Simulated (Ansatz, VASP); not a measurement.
## Li: VASP beside Ansatz

```
Li
1.0
     1.78687    1.03165    4.27878
    -1.78687    1.03165    4.27878
     0.00000   -2.06330    4.27878
Li
2
Direct
  0.05770 0.05770 0.05770
  0.94230 0.94230 0.94230
```

Alike in both runs: task relaxation of cell and atoms; functional PBE; k mesh 6 × 6 × 6; occupations gaussian, width 0.1 eV; no spin polarisation.

|  | VASP | Ansatz |
| --- | --- | --- |
| version | VASP 6.6.1 | Ansatz 0.2.0 |
| potentials or method | VASP PAW PBE potentials, release 64 (Li_sv) | scalar-relativistic, plane waves, PAW |
| plane-wave cutoff (eV) | 600 | 420 |
| valence electrons in the cell | 6 | 6 |

|  | VASP | Ansatz | Ansatz less VASP |
| --- | --- | --- | --- |
| gap on the k mesh at the Fermi level, each at its own relaxed structure (eV) | none | none | - |
| relaxed volume (Å³/atom) | 20.18 | 20.45 | +0.273 |
| relaxed cell length with the largest relative difference (Å) | 5.392 | 5.513 | +0.1210 |
| energy change over the relaxation (meV/atom) | -1028 | -1038 | -10.2 |

A gap of «none» marks a metal or a gap that the smearing closes.

Caveats: the cutoff is under 1.25 times the usual one of these potentials, so pressure, stress and relaxed cells hold a basis-set (Pulay) error (VASP).
